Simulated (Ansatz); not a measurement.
# Zn7F16: the cost of one run

Computed with Ansatz 0.2.0 (DFT PBE, scalar-relativistic, plane waves, PAW, unless a step's input says otherwise).

2 further runs of the same task are left out: 2 set aside as unsound or not needed.

## (1) Starting point

The structure is orthorhombic, space group Immm (No. 71). The conventional cell has a = 6.789 Å, b = 6.789 Å, c = 12.701 Å, α = 90.00°, β = 90.00°, γ = 90.00°. Zn (site symmetry mm2) has 6 F at 2.07 Å as nearest neighbours. Zn (site symmetry mmm) has 6 F at 2.07 Å as nearest neighbours. F (site symmetry m2m) is surrounded by 3 Zn at 2.07 Å. F (site symmetry m) has 3 Zn at 2.07 Å as nearest neighbours. F (site symmetry m2m) is surrounded by 2 Zn at 2.07 Å. Around F (site symmetry m) lie 2 Zn at 2.07 Å. Only part of the 9 independent sites is listed.

As a file:

```
Zn F
1.0
     4.80025   -4.80025    0.00000
    -4.80025   -4.80025    0.00000
     0.00000    4.80025   -6.35040
Zn F
7 16
Cartesian
  -4.8003 -4.8003 0.0000
  0.0000 -4.8003 -3.1752
  0.0000 -4.8003 0.0000
  2.4001 -2.4001 -1.5876
  -2.4001 -2.4001 -4.7628
  -2.4001 -2.4001 -1.5876
  2.4001 -2.4001 -4.7628
  1.4611 -3.3392 -3.1752
  1.4611 -3.3392 0.0000
  -3.3392 -3.3392 -3.1752
  -3.3392 -3.3392 0.0000
  0.9391 -0.9391 -1.5876
  -3.8612 -0.9391 -4.7628
  0.9391 -5.7393 -1.5876
  0.9391 -0.9391 -4.7628
  3.3392 -1.4611 -3.1752
  -1.4611 -6.2613 0.0000
  -1.4611 -1.4611 -3.1752
  -1.4611 -1.4611 0.0000
  3.8612 -3.8612 -1.5876
  -0.9391 -3.8612 -4.7628
  -0.9391 -3.8612 -1.5876
  -0.9391 0.9391 -4.7628
```

It is built from the cell relaxed beforehand with the same method (12.19 Å³/atom).

## (2) The vacancy and the jump

The supercell lacks one Zn atom, at fractional position (0.250, 0.250, 0.500), and holds 23 atoms. Atom 1 (Zn), 3.18 Å away, is to jump into the empty site. The cell is fixed.

## (3) Relaxing around the vacancy

File input.yaml:

```yaml
crystal:
  lattice:
    - [4.800251152, -4.800251152, 0.0]
    - [-4.800251152, -4.800251152, 0.0]
    - [0.0, 4.800251152, -6.3503954162]
  atoms:
    - { symbol: Zn, position: [0.0, 1.0, 0.0] }
    - { symbol: Zn, position: [0.75, 0.75, 0.5] }
    - { symbol: Zn, position: [0.5, 0.5, 0.0] }
    - { symbol: Zn, position: [0.625, 0.125, 0.25] }
    - { symbol: Zn, position: [0.375, 0.875, 0.75] }
    - { symbol: Zn, position: [0.125, 0.625, 0.25] }
    - { symbol: Zn, position: [0.875, 0.375, 0.75] }
    - { symbol: F, position: [0.75, 0.445626766, 0.5] }
    - { symbol: F, position: [0.5, 0.195626766, 0.0] }
    - { symbol: F, position: [0.25, 0.945626766, 0.5] }
    - { symbol: F, position: [0.0, 0.695626766, 0.0] }
    - { symbol: F, position: [0.320626766, 0.125, 0.25] }
    - { symbol: F, position: [0.070626766, 0.875, 0.75] }
    - { symbol: F, position: [0.820626766, 0.625, 0.25] }
    - { symbol: F, position: [0.570626766, 0.375, 0.75] }
    - { symbol: F, position: [0.75, 0.054373234, 0.5] }
    - { symbol: F, position: [0.5, 0.804373234, 0.0] }
    - { symbol: F, position: [0.25, 0.554373234, 0.5] }
    - { symbol: F, position: [0.0, 0.304373234, 0.0] }
    - { symbol: F, position: [0.929373234, 0.125, 0.25] }
    - { symbol: F, position: [0.679373234, 0.875, 0.75] }
    - { symbol: F, position: [0.429373234, 0.625, 0.25] }
    - { symbol: F, position: [0.179373234, 0.375, 0.75] }
basis:
  ecutwfc: 420
kpoints:
  mp_grid: { grid: [4, 4, 4] }
hamiltonian:
  xc: pbe
scf:
  occupations: { method: gaussian, width: 0.05 }
output:
  forces: true
  stress: true
  eigenvalues: true
  write_density: true
  write_potential: true
  elf: true
  volumetric_format: npy
relax:
  adjacent_minimum: "off"
  f_tol: 0.02
  max_steps: 50
```

On the command line:

```sh
$ ansatz run input.yaml --threads 4 --pin off --max-ram 9216MiB --backend cpu --events-out ev --progress --plain --runs-dir out
```

Q: Estimate wall time and peak memory on 4 threads of Intel Xeon Platinum 8259CL at 2.50GHz (Skylake/Cascade Lake), shared host.

About 3.2 min, with a peak of 1.3 GiB.
